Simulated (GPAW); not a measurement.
Crystal: Na2S.

```xyz
3
Lattice="0.0000 3.2735 3.2735 3.2735 0.0000 3.2735 3.2735 3.2735 0.0000" Properties=species:S:1:pos:R:3 pbc="T T T"
S     0.0000    0.0000    0.0000
Na    4.9102    4.9102    4.9102
Na    1.6367    1.6367    1.6367
```

Base run:

```yaml
Program: GPAW 26.7.0
Functional: PBE
Potentials_or_basis: GPAW PAW data sets (gpaw-data 1.2.1)
Cutoff: 800 eV
Basis: pw
k_mesh: 7 × 7 × 7
Occupations: fermi-dirac, width 0.05 eV
Spin: no spin polarisation
```

Its results: band gap on the k mesh 2.49 eV, direct; pressure 0.2 GPa.

**Question.** After a change of settings the same cell gave: band gap on the k mesh 2.36 eV, direct; pressure -0.5 GPa. Which change was it?
A. functional from PBE to r2SCAN
B. functional from PBE to PBEsol; potentials or basis from GPAW PAW data sets (gpaw-data 1.2.1) to PAW data sets generated in the run's folder for this functional
C. functional from PBE to LDA; potentials or basis from GPAW PAW data sets (gpaw-data 1.2.1) to the program's PAW data sets (release 1.2.1) made for this functional

**Answer.** B.
